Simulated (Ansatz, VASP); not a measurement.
Two plane-wave programs on CdSe

```
Cd Se
1.0
     0.00000    3.06729    3.06729
     3.06729    0.00000    3.06729
     2.90942    2.90942    0.15786
Cd Se
1 1
Cartesian
  0.0000 0.0000 0.0000
  4.4825 4.4825 4.7193
```

Alike in both runs: task single point; functional PBEsol; k mesh 10 × 10 × 10; occupations gaussian, width 0.05 eV; no spin polarisation.

```csv
,VASP,Ansatz
version,VASP 6.6.1,Ansatz 0.2.0
potentials or method,"VASP PAW PBE potentials, release 64 (Cd, Se)","scalar-relativistic, plane waves, PAW"
plane-wave cutoff (eV),520,420
valence electrons in the cell,18,36
```

|  | VASP | Ansatz | Ansatz less VASP |
| --- | --- | --- | --- |
| gap on the k mesh at the Fermi level (eV) | 0.55 | 0.54 | -0.002 |
| least direct gap on the mesh (eV) | 0.55 | 0.54 | -0.002 |
| pressure (GPa) | 4.4 | 3.9 | -0.46 |
| largest component of the traceless stress (GPa) | 3.51 | 3.42 | -0.088 |
| rms of the force components (eV/Å) | 0.589 | 0.568 | -0.0215 |

Atom by atom the forces differ by 0.021 eV/Å (rms over components). The two sets of potentials don't hold the same shells in valence.

Caveats: the PAW data sets were made with another functional, which shifts forces and pressure a little (VASP).
